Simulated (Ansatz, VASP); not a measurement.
**Two plane-wave programs on TiTe2**

```
CELL_PARAMETERS angstrom
3.02557 0.00000 0.00000
0.00000 3.02557 0.00000
0.00000 0.00000 9.30163
ATOMIC_POSITIONS crystal
Ti 0.00000 0.00000 0.00000
Te 0.00000 0.00000 0.29431
Te 0.00000 0.00000 0.70569
```

The cell was built by a generator and needn't be a form met in nature.

Alike in both runs: task relaxation of cell and atoms; functional PBEsol; dispersion D4; k mesh 9 × 9 × 3; occupations fermi-dirac, width 0.05 eV; no spin polarisation.

|  | VASP | Ansatz |
| --- | --- | --- |
| version | VASP 6.6.1 | Ansatz 0.2.0 |
| potentials or method | VASP PAW PBE potentials, release 64 (Ti_sv, Te) | Ansatz PAW |
| plane-wave cutoff (eV) | 600 | 420 |
| valence electrons in the cell | 24 | 44 |

VASP gave:

```
gap on the k mesh at the Fermi level, each at its own relaxed structure (eV) : none
relaxed volume (Å³/atom)                                                     : 27.89
relaxed cell length with the largest relative difference (Å)                 : 9.227
energy change over the relaxation (meV/atom)                                 : -2
```

Problem. Estimate Ansatz's values.

Solution. gap on the k mesh at the Fermi level, each at its own relaxed structure (eV): none; relaxed volume (Å³/atom): 27.88; relaxed cell length with the largest relative difference (Å): 9.225; energy change over the relaxation (meV/atom): -2.

A gap of «none» marks a metal or a gap that the smearing closes. The two sets of potentials don't hold the same shells in valence.

Caveats: the PAW data sets were made with another functional, which shifts forces and pressure a little (VASP); the plane-wave basis is chosen anew once the cell has moved, so the energies of steps on either side of that aren't comparable (Ansatz); the PAW data sets come from PBE, with cores solved anew for the run's functional, which leaves a small shift of forces and pressure (Ansatz). The runs have no spin-orbit coupling, so splittings on Te are missing.
